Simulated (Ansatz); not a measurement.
Relaxed bulk SnO:

```xyz
4
Lattice="3.8682 0.0000 0.0000 0.0000 3.8682 0.0000 0.0000 0.0000 5.0673" Properties=species:S:1:pos:R:3 pbc="T T T"
Sn    0.0000    1.9341    1.1591
Sn    1.9341    0.0000    3.9082
O     0.0000    0.0000    0.0000
O     1.9341    1.9341    0.0000
```

Miller indices refer to the conventional cell of P4/nmm (No. 129), a = 3.868 Å, b = 3.868 Å, c = 5.067 Å, α = 90.00°, β = 90.00°, γ = 90.00°. The bulk's gap is 0.49 eV.

Consider the (100) slab of 5 planes, 7.7 Å thick with 15 Å of vacuum as cut; outer planes SnO (top) and SnO (bottom), all atoms relaxed.

The calculation used DFT PBE, scalar-relativistic, plane waves, PAW in Ansatz 0.2.0. Plane waves to 420 eV, a k mesh through Γ of 9×7×1 on the computed 10-atom cell and Gaussian smearing (0.05 eV); no spin polarisation. The cell repeats along c with a dipole correction in the vacuum.

(1) Estimate the surface energy (mean of both faces).

(2) Estimate the gap of the slab on the mesh.

(3) The top two planes lie 1.934 Å apart in the bulk. How does relaxation change this?

An odd mesh misses points on the zone edge, so a gap read on it can be too wide. Gaps are read on the k points sampled, so a band crossing between them can be missed.

Results:

(1) 0.37 J/m².

(2) 0.85 eV.

(3) The spacing becomes 1.830 Å (-5.4 %), and the top plane rumples by 0.018 Å.